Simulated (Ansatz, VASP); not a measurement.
One calculation of AlRu, two programs

File INCAR:

```
ALGO = Fast
EDIFF = 1E-6
ENCUT = 520
GGA = PE
ISIF = 2
ISMEAR = -1
LASPH = True
LCHARG = False
LREAL = False
LWAVE = False
NBANDS = 16
NELM = 60
PREC = Accurate
SIGMA = 0.05
```

Contents of KPOINTS:

```
k-points
0
Gamma
  9 9 9
```

File POSCAR:

```
AlRu
1.0
    2.9916000000      0.0000000000      0.0000000000
    0.0000000000      2.9916000000      0.0000000000
    0.0000000000      0.0000000000      2.9916000000
Ru Al
1 1
Direct
    0.4970030000      0.5110170000      0.4878020000
   -0.0043240000     -0.0088300000      0.0100190000
```

The input input.yaml:

```yaml
crystal:
  lattice:
    - [2.9916, 0.0, 0.0]
    - [0.0, 2.9916, 0.0]
    - [0.0, 0.0, 2.9916]
  atoms:
    - { symbol: Ru, position: [0.497003, 0.511017, 0.487802] }
    - { symbol: Al, position: [-0.004324, -0.00883, 0.010019] }
kpoints:
  mp_grid: { grid: [9, 9, 9] }
scf:
  occupations: { method: fermi_dirac, width: 0.05 }
hamiltonian:
  xc: pbe
  pseudopotentials: { kind: all_electron, lapw: { basis_error: 0.001 } }
output:
  forces: true
  stress: true
  eigenvalues: true
  populations: true
```

Change from the starting cell: atoms moved at random, drawn with an rms of 0.05 Å.

Alike in both runs: task single point; functional PBE; k mesh 9 × 9 × 9; occupations fermi-dirac, width 0.05 eV; no spin polarisation.

```csv
,VASP,Ansatz
version,VASP 6.6.1,Ansatz 0.2.0
potentials or method,"VASP PAW PBE potentials, release 64 (Ru_pv, Al)","all-electron LAPW, scalar-relativistic"
plane-wave cutoff (eV),520,see its input
```

```csv
,VASP,Ansatz,Ansatz less VASP
gap on the k mesh at the Fermi level (eV),none,none,-
pressure (GPa),3.2,3.1,-0.06
largest component of the traceless stress (GPa),0.62,0.61,-0.008
rms of the force components (eV/Å),0.409,0.406,-0.0031
```

Atom by atom the forces differ by 0.003 eV/Å (rms over components). A gap of «none» marks a metal or a gap that the smearing closes. Ansatz ran all-electron here, so the differences hold the error of VASP's frozen core and of both bases.
